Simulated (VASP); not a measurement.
## GaN in VASP 6.6.1, single-point calculation

INCAR

```
EDIFF = 1E-7
PREC = Accurate
LASPH = .TRUE.
ISIF = 2
LCHARG = .FALSE.
NELM = 69
IBRION = -1
NELECT = 18.02
LWAVE = .FALSE.
NBANDS = 16
ENCUT = 520
LREAL = .FALSE.
SIGMA = 0.02
GGA = PE
ISMEAR = -1
NSW = 0
```

KPOINTS

```
KPOINTS created by Atomic Simulation Environment
0
Gamma
10 10 10
0 0 0
```

POSCAR

```
Ga N
 1.0000000000000000
     0.0840594742000000    2.1925747120999999    2.1925747120999999
     2.1925747120999999    0.0840594742000000    2.1925747120999999
     2.1925747120999999    2.1925747120999999    0.0840594742000000
 Ga  N
   1   1
Cartesian
  0.0000000000000000  0.0000000000000000  0.0000000000000000
  2.2346044491999995  2.2346044491999995  2.2346044491999995
```

The recommended PBE PAW datasets give the neutral cell 18 valence electrons.

Command

```
mpirun -np 1 vasp_std
```

Predict the outcome of this run.

It converged. Results: pressure -0.6 GPa.

OSZICAR

```
N       E                     dE             d eps       ncg     rms          rms(c)
DAV:   1     0.729904792700E+02    0.72990E+02   -0.91969E+03  4312   0.210E+03
DAV:   2    -0.837053284910E+01   -0.81361E+02   -0.76486E+02  4376   0.316E+02
DAV:   3    -0.127194983641E+02   -0.43490E+01   -0.43342E+01  4296   0.625E+01
DAV:   4    -0.127592958358E+02   -0.39797E-01   -0.39793E-01  4560   0.631E+00
DAV:   5    -0.127597926482E+02   -0.49681E-03   -0.49681E-03  4456   0.639E-01    0.721E+00
DAV:   6    -0.110103806891E+02    0.17494E+01   -0.45245E+00  5344   0.380E+01    0.241E+00
DAV:   7    -0.109998322451E+02    0.10548E-01   -0.21760E-01  4424   0.546E+00    0.155E+00
DAV:   8    -0.109866820069E+02    0.13150E-01   -0.41945E-02  4216   0.213E+00    0.601E-01
DAV:   9    -0.109844327747E+02    0.22492E-02   -0.73149E-03  4568   0.169E+00    0.139E-01
DAV:  10    -0.109845011017E+02   -0.68327E-04   -0.70234E-04  4200   0.308E-01    0.610E-02
DAV:  11    -0.109844884050E+02    0.12697E-04   -0.48040E-05  4936   0.925E-02    0.511E-03
DAV:  12    -0.109844896996E+02   -0.12947E-05   -0.34772E-06  4432   0.264E-02    0.191E-03
DAV:  13    -0.109844896622E+02    0.37445E-07   -0.20937E-07  4144   0.401E-03
   1 F= -.10984490E+02 E0= -.10984384E+02  d E =-.212035E-03
```

Standard output (part)

```
POSCAR found type information on POSCAR GaN
 POSCAR found :  2 types and       2 ions
 LDA part: xc-table for (Slater+PW92), standard interpolation
 POSCAR, INCAR and KPOINTS ok, starting setup
 WAVECAR not read
 entering main loop
 the old and the new charge density differ
    0.721E+00
```

The cell is charged and sits in a uniform background.

For comparison, a separate PBE run of the intended cell, on usual settings and not on those above, gives a gap of 0.07 eV on its mesh and a pressure of -3.4 GPa.
